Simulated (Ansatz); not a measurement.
## InSb (F-43m), an elastic constant from a strain scan

These are results of DFT PBEsol, scalar-relativistic, plane waves, PAW in Ansatz 0.2.0, not measurements. Cutoff 420 eV, Γ-centred 16×16×16 k-points, Gaussian smearing of 0.15 eV. No spin polarisation. Energies are free energies at this smearing, counted from the undisturbed cell; pressure is positive in compression.

The starting cell (relaxed at this level):

```
In Sb
1.0
     0.00000    3.25993    3.25993
     3.25993    0.00000    3.25993
     3.25993    3.25993    0.00000
In Sb
1 1
Cartesian
  0.0000 0.0000 0.0000
  4.8899 4.8899 4.8899
```

The cell is strained by ε times the Voigt pattern (1, 0, 0, 0, 0, 0) (xx, yy, zz, yz, xz, xy; engineering shear) with fractional coordinates fixed. The cell holds 2 atoms in V0 = 69.29 Å³. The stress column is τ = (1/V0) dE/dε, got from the stress tensor σ (compression positive) at each point as −det(1 + εP) σ : P(1 + εP)⁻¹, with P the pattern as a tensor.

| ε | ΔE (meV/atom) | τ (GPa) |
| --- | --- | --- |
| -0.0600 | ? | ? |
| -0.0300 | 5.975 | -1.886 |
| 0.0000 | 0.000 | 0.021 |
| 0.0150 | 1.536 | 0.921 |
| 0.0450 | 13.062 | 2.608 |

Which combination of elastic constants does this scan measure, and how large is it?

For small ε, τ = τ0 + Kε with K = pᵀCp, which for this pattern is C11 in the cubic axes. The parabola through τ at ε = -0.0300, 0 and 0.0150 has slope K = 61 GPa at zero. The energies per cell, E = NΔE, of the same two points give K = 2[E(ε₊)/ε₊ − E(ε₋)/ε₋]/[(ε₊ − ε₋)V0] = 62 GPa, in agreement.

Predict the withheld row at ε = -0.0600 from the harmonic law, and compare.

ΔE = V0(τ0 ε + Kε²/2)/N = 23.540 meV/atom and τ = -3.65 GPa. The calculation gives 24.755 meV/atom and -3.92 GPa: the energy lies 5 % above the harmonic value, as bonds stiffen under compression.

In a metal these slopes depend on the k mesh and the smearing.